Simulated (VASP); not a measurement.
# BN (P6_3/mmc) in VASP: relaxation of cell and atoms with PBE+D3(BJ)

Aim: the relaxation of cell and atoms of BN with PBE+D3(BJ).

Program: VASP 6.6.1. These are calculated values, not measurements. Logs are shortened: lines on timing, memory, paths and dates and some standing lists are left out, and cuts for length are marked.

### Step 1. Starting point

The structure is hexagonal, space group P6_3/mmc (No. 194). The conventional cell has a = 2.498 Å, b = 2.498 Å, c = 6.636 Å, α = 90.00°, β = 90.00°, γ = 120.00°. B (site symmetry -6m2) has 3 N at 1.44 Å as nearest neighbours. Around N (site symmetry -6m2) lie 3 B at 1.44 Å.

### Step 2. Relaxation of cell and atoms, PBE+D3(BJ)

INCAR

```
SYSTEM = BN
PREC = Accurate
ENCUT = 600
EDIFF = 1E-7
ISMEAR = 0
SIGMA = 0.02
LREAL = .False.
LASPH = .True.
NELM = 80
ALGO = Normal
ISIF = 3
LWAVE = .False.
LCHARG = .False.
GGA = PE
IVDW = 12
IBRION = 2
NSW = 80
EDIFFG = -0.004
```

KPOINTS

```
regular mesh
0
Gamma
  12 12 4
  0 0 0
```

POSCAR

```
BN
1.0
    2.4982400000      0.0000000000      0.0000000000
   -1.2491200000      2.1635393000      0.0000000000
    0.0000000000      0.0000000000      6.6357000000
B N
2 2
Direct
    0.3333333300      0.6666666700      0.2500000000
    0.6666666700      0.3333333300      0.7500000000
    0.3333333300      0.6666666700      0.7500000000
    0.6666666700      0.3333333300      0.2500000000
```

Potentials or basis: VASP PAW PBE potentials, release 64 (B, N).

Command:

```
> cat potpaw_PBE.64/B/POTCAR potpaw_PBE.64/N/POTCAR > POTCAR
> mpirun -np 1 vasp_std > vasp.out
```

OUTCAR:

```text
SYSTEM = BN
   PREC = Accurate
   ENCUT = 600
   EDIFF = 1E-7
   ISMEAR = 0
   LREAL = .False.
   LASPH = .True.
   NELM = 80
   ISIF = 3
   GGA = PE
   IVDW = 12
   IBRION = 2
   NSW = 80
   EDIFFG = -0.004
 IVDW          = 12

 ion  position               nearest neighbor table
   1  0.333  0.667  0.250-   4 1.44   4 1.44   4 1.44
   2  0.667  0.333  0.750-   3 1.44   3 1.44   3 1.44
   3  0.333  0.667  0.750-   2 1.44   2 1.44   2 1.44
   4  0.667  0.333  0.250-   1 1.44   1 1.44   1 1.44

  LATTYP: Found a hexagonal cell.
 ALAT       =     2.4982400000
 C/A-ratio  =     2.6561499296

  Lattice vectors:

 A1 = (   2.4982400000,   0.0000000000,   0.0000000000)
 A2 = (  -1.2491200000,   2.1635393000,   0.0000000000)
 A3 = (   0.0000000000,   0.0000000000,   6.6357000000)

Analysis of symmetry for initial positions (statically):
=====================================================================
 Subroutine PRICEL returns:
 Original cell was already a primitive cell.

 Routine SETGRP: Setting up the symmetry group for a
 hexagonal supercell.

 Subroutine GETGRP returns: Found 24 space group operations
 (whereof 12 operations were pure point group operations)
 out of a pool of 24 trial point group operations.

The static configuration has the point symmetry D_3d.
 The point group associated with its full space group is D_6h.

Analysis of symmetry for dynamics (positions and initial velocities):
=====================================================================
 Subroutine PRICEL returns:
 Original cell was already a primitive cell.

 Routine SETGRP: Setting up the symmetry group for a
 hexagonal supercell.

 Subroutine GETGRP returns: Found 24 space group operations
 (whereof 12 operations were pure point group operations)
 out of a pool of 24 trial point group operations.

The dynamic configuration has the point symmetry D_3d.
 The point group associated with its full space group is D_6h.

 Subroutine INISYM returns: Found 24 space group operations
 (whereof 12 operations are pure point group operations),
 and found     1 'primitive' translations

----------------------------------------------------------------------------------------

                                     Primitive cell

  volume of cell :      35.8662

  direct lattice vectors                    reciprocal lattice vectors
     2.498240000  0.000000000  0.000000000     0.400281798  0.231102805  0.000000000
    -1.249120000  2.163539300  0.000000000     0.000000000  0.462205609  0.000000000
     0.000000000  0.000000000  6.635700000     0.000000000  0.000000000  0.150700002

  length of vectors
     2.498240000  2.498239996  6.635700000     0.462205608  0.462205609  0.150700002

  position of ions in fractional coordinates (direct lattice)
     0.333333330  0.666666670  0.250000000
     0.666666670  0.333333330  0.750000000
[... 83 lines left out ...]
   EDIFFG = -.4E-02   stopping-criterion for IOM
   NSW    =     80    number of steps for IOM
   IBRION =      2    ionic relax: 0-MD 1-quasi-New 2-CG
   NFREE  =      1    steps in history (QN), initial steepest desc. (CG)
   ISIF   =      3    stress and relaxation
   ISYM   =      2    0-nonsym 1-usesym 2-fastsym
   POTIM  = 0.5000    time-step for ionic-motion
   TEBEG  =    0.0;   TEEND  =   0.0 temperature during run
   PSTRESS=    0.0 pullay stress
   NELECT =      16.0000    total number of electrons
   NUPDOWN=      -1.0000    fix difference up-down
   EMIN   =  10.00;   EMAX   =-10.00  energy-range for DOS
   EFERMI =   0.00;   METHOD = LEGACY
   ISMEAR =     0;   SIGMA  =   0.02  broadening in eV -4-tet -1-fermi 0-gaus
   EFERMI_NEDOS =   21; number of points for ismear=-14 and -15
   IALGO  =     38    algorithm
   IMIX   =      4    mixing-type and parameters
     AMIX     =   0.40;   BMIX     =  1.00
     AMIX_MAG =   1.60;   BMIX_MAG =  1.00
  volume/ion in A,a.u.               =       8.97        60.51
  Fermi-wavevector in a.u.,A,eV,Ry     =   1.250891  2.363842 21.289433  1.564729
  Thomas-Fermi vector in A             =   2.384864
   LORBIT       =      0    0 simple, 1 ext, 2 COOP (PROOUT), +10 PAW based schemes
   GGA     = PE    functional components
   LHFCALC =     F    Hartree Fock is set to
   AEXX    =    0.0000 exact exchange contribution
   IVDW    =    12    specifies the selected vdW correction
   LEPSILON=     F    determine dielectric tensor
   LRPA    =     F    only Hartree local field effects (RPA)
 conjugate gradient relaxation of ions
 non-spin polarized calculation
 Gauss-broadening in eV      SIGMA  =   0.02
  energy-cutoff  :      600.00
  volume of cell :       35.87
 maximum number of plane-waves:      1224
 NGX is ok and might be reduce to    20
   NGX =  9   NGY =  9   NGZ = 27

--------------------------------------- Ionic step        1  -------------------------------------------

 number of electron      15.9999998 magnetization

 Free energy of the ion-electron system (eV)
  ---------------------------------------------------
  ext. energy  EPLUGINS =         0.00000000
  ---------------------------------------------------
  free energy    TOTEN  =       -35.15342205 eV

  energy without entropy =      -35.15342205  energy(sigma->0) =      -35.15342205

------------------------ aborting loop because EDIFF is reached ----------------------------------------

 Edisp (eV)   -0.56768

 E8    (eV) :    -0.1663
[... 327 lines left out ...]
--------------------------------------- Ionic step        9  -------------------------------------------

 number of electron      15.9999998 magnetization

 Free energy of the ion-electron system (eV)
  ---------------------------------------------------
  ext. energy  EPLUGINS =         0.00000000
  ---------------------------------------------------
  free energy    TOTEN  =       -35.15194830 eV

  energy without entropy =      -35.15194830  energy(sigma->0) =      -35.15194830

 E-fermi :   2.5148     XC(G=0): -10.1470

 val. band max:        2.3710964136   @ k =   0.3333   0.2500   0.0000
 cond. band min:       6.6165868019   @ k =   0.5000  -0.0000   0.0000
 fundamental gap:      4.2454903882
 Fermi energy:         2.5148012223

 k-point     1 :       0.0000    0.0000    0.0000
  band No.  band energies     occupation
      1     -15.4347      2.00000
      2     -15.1112      2.00000
      3      -3.8942      2.00000
      4      -1.6357      2.00000
      5       1.0281      2.00000
      6       1.0281      2.00000
      7       1.0703      2.00000
      8       1.0703      2.00000
      9       7.7035      0.00000
     10      12.8153      0.00000
     11      13.8823      0.00000
     12      13.8823      0.00000
[... 331 lines left out ...]
 k-point    24 :       0.3333    0.0000    0.2500
  band No.  band energies     occupation
      1     -13.4165      2.00000
      2     -13.2520      2.00000
      3      -4.5222      2.00000
      4      -4.4566      2.00000
      5      -1.2151      2.00000
      6      -1.1661      2.00000
      7      -0.8496      2.00000
      8       0.4421      2.00000
      9       9.1870      0.00000
     10       9.8163      0.00000
     11      11.3776      0.00000
     12      12.5599      0.00000

 [... further k-points ...]

------------------------ aborting loop because EDIFF is reached ----------------------------------------

 Edisp (eV)   -0.57219

 E8    (eV) :    -0.1678
[... 27 lines left out ...]
  FREE ENERGIE OF THE ION-ELECTRON SYSTEM (eV)
  ---------------------------------------------------
  free  energy   TOTEN  =       -35.7241353703 eV

  energy  without entropy=      -35.7241353703  energy(sigma->0) =      -35.72413537

 reached required accuracy - stopping structural energy minimisation
```

It took 57 s on 1 thread of Intel Xeon 6975P-C (Granite Rapids), shared host; peak memory 0.18 GiB.

Results:

| Item | Value |
| --- | --- |
| Free energy | -35.7241 eV |
| Relaxed volume | 8.92 Å³/atom |
| Relaxed cell | a = 2.506 Å, b = 2.506 Å, c = 6.558 Å, α = 90.00°, β = 90.00°, γ = 120.00° |
| Space group after relaxing (to 0.05 Å) | P6_3/mmc (No. 194) |
| Energy gained by relaxing | 0.8 meV/atom |
| Ionic steps | 9 |
| Pressure after relaxing | 0.0 GPa |
| Band gap on the k mesh | 4.25 eV, indirect (least direct gap 4.63 eV) |
| Dispersion energy per atom | -0.143 eV |

Step by step:
| step | energy change (eV) | largest force (eV/Å) | pressure (GPa) | volume (Å³) |
| --- | --- | --- | --- | --- |
| 1 | 0.0000 | 0.0000 | 2.25 | 35.87 |
| 2 | 0.0069 | 0.0000 | -4.49 | 36.52 |
| 3 | -0.0026 | 0.0000 | -0.13 | 36.09 |
| 4 | -0.0026 | 0.0000 | -0.08 | 36.09 |
| 5 | -0.0027 | 0.0000 | -0.07 | 36.06 |
| 6 | -0.0028 | 0.0000 | -0.05 | 35.98 |
| 7 | -0.0030 | 0.0000 | -0.01 | 35.81 |
| 8 | -0.0029 | 0.0000 | 0.09 | 35.49 |
| 9 | -0.0030 | 0.0000 | 0.03 | 35.67 |

Final structure:
```
B N
1.0
     2.50622    0.00000    0.00000
    -1.25311    2.17045    0.00000
     0.00000    0.00000    6.55823
B N
2 2
Direct
  0.33333 0.66667 0.25000
  0.66667 0.33333 0.75000
  0.33333 0.66667 0.75000
  0.66667 0.33333 0.25000
```

Levels at points of the mesh, in eV from the valence-band top:
| k point | band 6 | band 7 | band 8 | band 9 | band 10 | band 11 |
| --- | --- | --- | --- | --- | --- | --- |
| (0.00, 0.00, 0.00) | -1.34 | -1.30 | -1.30 | 5.33 | 10.44 | 11.51 |
| (0.50, 0.00, 0.00) | -4.08 | -1.49 | -0.41 | 4.25 | 5.69 | 9.51 |
| (0.00, 0.00, 0.50) | -1.32 | -1.32 | -1.32 | 7.76 | 7.76 | 11.58 |
| (0.50, 0.00, 0.50) | -4.11 | -0.92 | -0.92 | 4.72 | 4.72 | 9.89 |

A k mesh can miss the band edges. A hybrid or GW would open this gap; PBE tends to underestimate it.
